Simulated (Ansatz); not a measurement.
# TaN: stationary points along a deformation path

Level of theory: DFT PBE, scalar-relativistic, plane waves, PAW in Ansatz 0.2.0. Settings: plane waves to 420 eV, k-mesh 24×24×22 (Γ-centred), Gaussian smearing 0.15 eV. Spin–orbit coupling is left out, which can shift energies with elements as heavy as these. No spin polarisation. Energies are free energies at this smearing, counted from the undisturbed cell; pressure is positive in compression.

Zero of the scan (relaxed at this level; this form isn't the usual structure):

```yaml
crystal:
  lattice:
    - [2.95018, 0.00000, 0.00000]
    - [-1.47509, 2.55493, 0.00000]
    - [0.00000, 0.00000, 2.89777]
  atoms:
    - { symbol: Ta, position: [0.33333, 0.66667, 0.50000] }
    - { symbol: N, position: [0.00000, 0.00000, 0.00000] }
```

At fixed volume and fractional coordinates, lengths along (0.000, 0.000, 1.000) are scaled against those across it; ρ is that ratio over its starting value. V = 10.921 Å³/atom. Δσ is the stress along the axis less the mean stress across it (compression positive).

```
    ρ  ΔE (meV/atom)  Δσ (GPa) space group
0.850          395.0    109.54        P-6m2
0.920          101.1     54.18        P-6m2
0.960           23.9     25.91        P-6m2
1.000            0.0      0.01        P-6m2
1.050           33.5    -30.08        P-6m2
1.100          127.1    -58.47        P-6m2
1.200          463.0   -111.32        P-6m2
```

**Question.** How does the stress give the slope of the energy, and where is the energy stationary?

**Answer.** Along the path d ln(length) is 2/3 d ln ρ on the axis and −1/3 d ln ρ across it, so dE/d ln ρ = −(2/3) V Δσ: the energy falls with ρ where Δσ is positive. Δσ vanishes or changes sign at ρ = 1.000 (P-6m2), a minimum at 0.0 meV/atom. Pairs of stationary points between two samples would go unseen, and could change a minimum read from distant neighbours into a maximum.

**Question.** Integrate that slope from ρ = 1 to 1.200 by the trapezoid rule.

**Answer.** With V/N in Å³ and 1 eV/Å³ = 160.2 GPa the slopes at ρ = 1.000, 1.050, 1.100, 1.200 are 0, 1367, 2657, 5059 meV/atom per unit of ln ρ. The steps add 33.3 + 93.6 + 335.7 = 462.6 meV/atom, against 463.0 from the energies; the trapezoid rule misses the curvature of the slope within each step.

In a metal these slopes depend on the k mesh and the smearing.

Cost: 7 runs of about 6 core-minutes in all, on AMD EPYC 7571 (shared hosts).